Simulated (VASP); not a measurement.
# BN (P6_3/mmc) in VASP: further runs, part 2 of 2

VASP 6.6.1. The steps go on from the part before.

## 4. Vibrations by finite differences, PBE+D3(BJ) (a relaxed cell with its volume scaled by 0.98)

Contents of INCAR:

```
SYSTEM = BN
PREC = Accurate
ENCUT = 520
EDIFF = 1E-8
ISMEAR = 0
SIGMA = 0.02
LREAL = .FALSE.
LASPH = .TRUE.
NELM = 80
ALGO = Normal
ISIF = 2
LWAVE = .FALSE.
LCHARG = .FALSE.
GGA = PE
IVDW = 12
NBANDS = 16
IBRION = 6
NFREE = 2
POTIM = 0.015
NSW = 1
```

Contents of KPOINTS:

```
Automatic mesh
0
G
  9 9 4
  0 0 0
```

Contents of POSCAR:

```
BN                                      
1.0
    2.4899876349      0.0000000000      0.0000000000
   -1.2449938174      2.1563925421      0.0000000000
    0.0000000000      0.0000000000      6.5413781215
  B               N             
     2     2
Direct
     0.3333333300000021    0.6666666699999979    0.2500000000000000
     0.6666666699999979    0.3333333300000021    0.7500000000000000
     0.3333333300000021    0.6666666699999979    0.7500000000000000
     0.6666666699999979    0.3333333300000021    0.2500000000000000
```

Potentials or basis: VASP PAW PBE potentials, release 64 (B, N).

Launch:

```sh
$ cat potpaw_PBE.64/B/POTCAR potpaw_PBE.64/N/POTCAR > POTCAR
$ mpirun -np 1 vasp_std > vasp.out
```

OUTCAR:

```text
SYSTEM = BN
   PREC = Accurate
   ENCUT = 520
   EDIFF = 1E-8
   ISMEAR = 0
   LREAL = .FALSE.
   LASPH = .TRUE.
   NELM = 80
   ISIF = 2
   GGA = PE
   IVDW = 12
   IBRION = 6
   NFREE = 2
   POTIM = 0.015
   NSW = 1
 IVDW          = 12

 ion  position               nearest neighbor table
   1  0.333  0.667  0.250-   4 1.44   4 1.44   4 1.44
   2  0.667  0.333  0.750-   3 1.44   3 1.44   3 1.44
   3  0.333  0.667  0.750-   2 1.44   2 1.44   2 1.44
   4  0.667  0.333  0.250-   1 1.44   1 1.44   1 1.44

  LATTYP: Found a hexagonal cell.
 ALAT       =     2.4899876349
 C/A-ratio  =     2.6270725323

  Lattice vectors:

 A1 = (   2.4899876349,   0.0000000000,   0.0000000000)
 A2 = (  -1.2449938174,   2.1563925421,   0.0000000000)
 A3 = (   0.0000000000,   0.0000000000,   6.5413781215)

Analysis of symmetry for initial positions (statically):
=====================================================================
 Subroutine PRICEL returns:
 Original cell was already a primitive cell.

 Routine SETGRP: Setting up the symmetry group for a
 hexagonal supercell.

 Subroutine GETGRP returns: Found 24 space group operations
 (whereof 12 operations were pure point group operations)
 out of a pool of 24 trial point group operations.

The static configuration has the point symmetry D_3d.
 The point group associated with its full space group is D_6h.

Analysis of symmetry for dynamics (positions and initial velocities):
=====================================================================
 Subroutine PRICEL returns:
 Original cell was already a primitive cell.

 Routine SETGRP: Setting up the symmetry group for a
 hexagonal supercell.

[... 497 lines left out ...]

 Free energy of the ion-electron system (eV)
  ---------------------------------------------------
  ext. energy  EPLUGINS =         0.00000000
  ---------------------------------------------------
  free energy    TOTEN  =       -35.12268907 eV

  energy without entropy =      -35.12268907  energy(sigma->0) =      -35.12268907

 E-fermi :   2.6228     XC(G=0): -10.2044

 val. band max:        2.4674566946   @ k =   0.3333   0.3333   0.5000
 cond. band min:       6.8748439283   @ k =   0.4444   0.1111   0.0000
 fundamental gap:      4.4073872337
 Fermi energy:         2.6227908925

 k-point     1 :       0.0000    0.0000    0.0000
  band No.  band energies     occupation
      1     -15.4468      2.00000
      2     -15.1186      2.00000
      3      -3.8958      2.00000
      4      -1.6228      2.00000
      5       1.1581      2.00000
      6       1.1581      2.00000
[... 433 lines left out ...]
      3      -5.5799      2.00000
      4      -5.4543      2.00000
      5      -4.6978      2.00000
      6      -4.6974      2.00000
[... 8 lines left out ...]
     15      19.8496      0.00000
     16      20.5697      0.00000

 [... further k-points ...]

------------------------ aborting loop because EDIFF is reached ----------------------------------------

 Edisp (eV)   -0.58150

 E8    (eV) :    -0.1706
[... 27 lines left out ...]
  FREE ENERGIE OF THE ION-ELECTRON SYSTEM (eV)
  ---------------------------------------------------
  free  energy   TOTEN  =       -35.7041904809 eV

  energy  without entropy=      -35.7041904809  energy(sigma->0) =      -35.70419048

 INTERNAL STRAIN TENSORS FROM DISPLACED ATOMS
 ============================================

 INTERNAL STRAIN TENSOR FOR ION    1 for displacements in x,y,z  (eV/Angst):
          X           Y           Z          XY          YZ          ZX
  --------------------------------------------------------------------------------
  x    -0.00000     0.00000     0.00000   -13.90945     0.00000     0.00000
  y   -13.90945    13.90945     0.00000     0.00000     0.00000     0.00000
  z    -0.00000    -0.00000     0.00000     0.00000     0.00000    -0.00000

 INTERNAL STRAIN TENSOR FOR ION    4 for displacements in x,y,z  (eV/Angst):
          X           Y           Z          XY          YZ          ZX
  --------------------------------------------------------------------------------
  x     0.00000    -0.00000     0.00000    14.10161     0.00000     0.00000
  y    14.10161   -14.10161     0.00000    -0.00000     0.00000     0.00000
  z    -0.00000     0.00000     0.00000    -0.00000     0.00000     0.00000

 Eigenvectors and eigenvalues of the dynamical matrix
 ----------------------------------------------------

   1 f  =   41.631381 THz   261.577682 2PiTHz 1388.673397 cm-1   172.173480 meV
             X         Y         Z           dx          dy          dz
     -0.000000  1.437595  1.635345    -0.530875   -0.002746   -0.000000
      1.244994  0.718798  4.906034     0.530875    0.002746   -0.000000
     -0.000000  1.437595  4.906034    -0.467075   -0.002416   -0.000000
      1.244994  0.718798  1.635345     0.467075    0.002416    0.000000
[... 71 lines left out ...]
  12 f/i=    0.003129 THz     0.019660 2PiTHz    0.104371 cm-1     0.012940 meV
             X         Y         Z           dx          dy          dz
     -0.000000  1.437595  1.635345     0.000000    0.000000   -0.466678
      1.244994  0.718798  4.906034     0.000000    0.000000   -0.466678
     -0.000000  1.437595  4.906034     0.000000    0.000000   -0.531236
      1.244994  0.718798  1.635345     0.000000    0.000000   -0.531236

 ELASTIC MODULI CONTR FROM IONIC RELAXATION (kBar)
 Direction    XX          YY          ZZ          XY          YZ          ZX
 --------------------------------------------------------------------------------
 XX        -426.6413    426.6413     -0.0000     -0.0000     -0.0000      0.0000
 YY         426.6413   -426.6413      0.0000     -0.0000      0.0000     -0.0000
 ZZ          -0.0000      0.0000     -0.0000     -0.0000     -0.0000      0.0000
 XY          -0.0000     -0.0000     -0.0000   -426.6413     -0.0000      0.0000
 YZ          -0.0000      0.0000     -0.0000     -0.0000     -0.0000      0.0000
 ZX           0.0000     -0.0000      0.0000      0.0000      0.0000     -0.0000
 --------------------------------------------------------------------------------
```

It took 2.4 min on 1 thread of Intel Xeon Platinum 8488C (Sapphire Rapids), shared host; peak memory 0.24 GiB.

Results:

```
Highest phonon frequency at Γ, LO-TO splitting left out : 1389 cm⁻¹
Dispersion energy per atom                              : -0.145 eV
```

Phonon frequencies in cm⁻¹ (negative: imaginary):
| q point | frequencies |
| --- | --- |
| (0.000, 0.000, 0.000) | 0 0 0 47 47 127 737 793 1389 1389 1389 1389 |

## 5. Vibrations by finite differences, PBE+D3(BJ) (a relaxed cell with its volume scaled by 1.02)

INCAR is that of step 4.

KPOINTS is that of step 4.

Edit POSCAR of step 4 so:

```diff
@@ -2,5 +2,5 @@
 1.0
-    2.4899876349      0.0000000000      0.0000000000
-   -1.2449938174      2.1563925421      0.0000000000
-    0.0000000000      0.0000000000      6.5413781215
+    2.5234142764      0.0000000000      0.0000000000
+   -1.2617071382      2.1853408628      0.0000000000
+    0.0000000000      0.0000000000      6.6291923332
   B               N
```

Potentials or basis: VASP PAW PBE potentials, release 64 (B, N).

Launch:

```sh
$ cat potpaw_PBE.64/B/POTCAR potpaw_PBE.64/N/POTCAR > POTCAR
$ mpirun -np 1 vasp_std > vasp.out
```

OUTCAR:

```text
SYSTEM = BN
   PREC = Accurate
   ENCUT = 520
   EDIFF = 1E-8
   ISMEAR = 0
   LREAL = .FALSE.
   LASPH = .TRUE.
   NELM = 80
   ISIF = 2
   GGA = PE
   IVDW = 12
   IBRION = 6
   NFREE = 2
   POTIM = 0.015
   NSW = 1
 IVDW          = 12

 ion  position               nearest neighbor table
   1  0.333  0.667  0.250-   4 1.46   4 1.46   4 1.46
   2  0.667  0.333  0.750-   3 1.46   3 1.46   3 1.46
   3  0.333  0.667  0.750-   2 1.46   2 1.46   2 1.46
   4  0.667  0.333  0.250-   1 1.46   1 1.46   1 1.46

  LATTYP: Found a hexagonal cell.
 ALAT       =     2.5234142764
 C/A-ratio  =     2.6270725323

  Lattice vectors:

 A1 = (   2.5234142764,   0.0000000000,   0.0000000000)
 A2 = (  -1.2617071382,   2.1853408628,   0.0000000000)
 A3 = (   0.0000000000,   0.0000000000,   6.6291923332)

[... 992 lines left out ...]

 [... further k-points ...]

------------------------ aborting loop because EDIFF is reached ----------------------------------------

 Edisp (eV)   -0.55703

 E8    (eV) :    -0.1632
[... 27 lines left out ...]
  FREE ENERGIE OF THE ION-ELECTRON SYSTEM (eV)
  ---------------------------------------------------
  free  energy   TOTEN  =       -35.7061997909 eV

  energy  without entropy=      -35.7061997909  energy(sigma->0) =      -35.70619979

 INTERNAL STRAIN TENSORS FROM DISPLACED ATOMS
 ============================================

 INTERNAL STRAIN TENSOR FOR ION    1 for displacements in x,y,z  (eV/Angst):
          X           Y           Z          XY          YZ          ZX
  --------------------------------------------------------------------------------
  x     0.00000     0.00000     0.00000   -10.78027     0.00000     0.00000
  y   -10.78027    10.78027     0.00000     0.00000     0.00000     0.00000
  z     0.00000    -0.00000     0.00000     0.00000     0.00000     0.00000

 INTERNAL STRAIN TENSOR FOR ION    4 for displacements in x,y,z  (eV/Angst):
          X           Y           Z          XY          YZ          ZX
  --------------------------------------------------------------------------------
  x     0.00000     0.00000     0.00000    10.95710     0.00000     0.00000
  y    10.95710   -10.95710    -0.00000    -0.00000     0.00000     0.00000
  z     0.00000    -0.00000     0.00000     0.00000    -0.00000     0.00000

 Eigenvectors and eigenvalues of the dynamical matrix
 ----------------------------------------------------

   1 f  =   39.422639 THz   247.699747 2PiTHz 1314.997698 cm-1   163.038862 meV
             X         Y         Z           dx          dy          dz
     -0.000000  1.456894  1.657298     0.531166   -0.000000   -0.000000
      1.261707  0.728447  4.971894     0.531166   -0.000000   -0.000000
     -0.000000  1.456894  4.971894    -0.466758    0.000000   -0.000000
      1.261707  0.728447  1.657298    -0.466758    0.000000   -0.000000
[... 71 lines left out ...]
  12 f/i=    0.001719 THz     0.010804 2PiTHz    0.057355 cm-1     0.007111 meV
             X         Y         Z           dx          dy          dz
     -0.000000  1.456894  1.657298     0.000000    0.000000   -0.466712
      1.261707  0.728447  4.971894     0.000000    0.000000   -0.466712
     -0.000000  1.456894  4.971894     0.000000    0.000000   -0.531206
      1.261707  0.728447  1.657298     0.000000    0.000000   -0.531206

 ELASTIC MODULI CONTR FROM IONIC RELAXATION (kBar)
 Direction    XX          YY          ZZ          XY          YZ          ZX
 --------------------------------------------------------------------------------
 XX        -277.8118    277.8118     -0.0000      0.0000      0.0000      0.0000
 YY         277.8118   -277.8118      0.0000     -0.0000     -0.0000      0.0000
 ZZ          -0.0000      0.0000     -0.0000      0.0000     -0.0000      0.0000
 XY           0.0000     -0.0000      0.0000   -277.8118      0.0000      0.0000
 YZ           0.0000     -0.0000     -0.0000      0.0000     -0.0000      0.0000
 ZX           0.0000      0.0000      0.0000      0.0000      0.0000      0.0000
 --------------------------------------------------------------------------------
```

stdout:

```text
POSCAR found type information on POSCAR B N
 POSCAR found :  2 types and       4 ions
 scaLAPACK will be used
 LDA part: xc-table for (Slater+PW92), standard interpolation
 POSCAR, INCAR and KPOINTS ok, starting setup
 FFT: planning ... GRIDC
 FFT: planning ... GRID_SOFT
 FFT: planning ... GRID
 WAVECAR not read
 entering main loop
 Found     4 degrees of freedom:
 Finite differences POTIM= 0.01500 DOF=   4
 bond charge predicted
 Finite differences progress:
 bond charge predicted
 Finite differences progress:
 bond charge predicted
 Finite differences progress:
 bond charge predicted
 Finite differences progress:
 bond charge predicted
 Finite differences progress:
 bond charge predicted
 Finite differences progress:
 bond charge predicted
 Finite differences progress:
 bond charge predicted
 Finite differences progress:
```

Run time: 2.4 min. Hardware: 1 thread of Intel Xeon Platinum 8488C (Sapphire Rapids), shared host; peak memory 0.25 GiB.

What came out:

| Quantity | Value |
| --- | --- |
| Highest phonon frequency at Γ, LO-TO splitting left out | 1315 cm⁻¹ |
| Dispersion energy per atom | -0.139 eV |

Phonon frequencies in cm⁻¹ (negative: imaginary):
| q point | frequencies |
| --- | --- |
| (0.000, 0.000, 0.000) | 0 0 0 47 47 117 747 799 1315 1315 1315 1315 |
